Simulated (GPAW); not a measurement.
Runs of GPAW 26.7.0 on Al. The structure is hexagonal, space group P6/mmm (No. 191). The conventional cell has a = 4.492 Å, b = 4.492 Å, c = 2.723 Å, α = 90.00°, β = 90.00°, γ = 120.00°. Al (site symmetry -6m2) has 5 Al at 2.59 to 2.72 Å as nearest neighbours. The cell was built by a generator and needn't be a form met in nature.

| level | potentials or basis | eigensolver | gap on the mesh (eV) | pressure (GPa) |
| --- | --- | --- | --- | --- |
| PBE | GPAW PAW data sets (gpaw-data 1.2.1), pw | - | none | (b) |
| PW91 | PAW data sets generated in the run's folder for this functional, pw | - | none | 1.8 |
| TPSS | GPAW PAW data sets (gpaw-data 1.2.1), pw | davidson | none | 1.0 |
| LDA | the program's PAW data sets (release 1.2.1) made for this functional, pw | - | none | -0.5 |
| RPBE | the program's PAW data sets (release 1.2.1) made for this functional, pw | - | none | (c) |
| r2SCAN | GPAW PAW data sets (gpaw-data 1.2.1), pw | - | none | (a) |
| revPBE | the program's PAW data sets (release 1.2.1) made for this functional, pw | - | none | 2.6 |
| SCAN | GPAW PAW data sets (gpaw-data 1.2.1), pw | - | none | 0.7 |

Alike in all rows: task single point; no spin polarisation; cell as given; k mesh 7 × 7 × 10; cutoff (eV) 600; smearing fermi-dirac 0.05 eV.

Task: Fill in the values left out.

Result: (a) 0.9; (b) 1.7; (c) 2.8.

Caveats: the PAW data sets were made with another functional, which shifts forces and pressure a little (some runs).

A gap of «none» marks a metal or a gap under the smearing width.
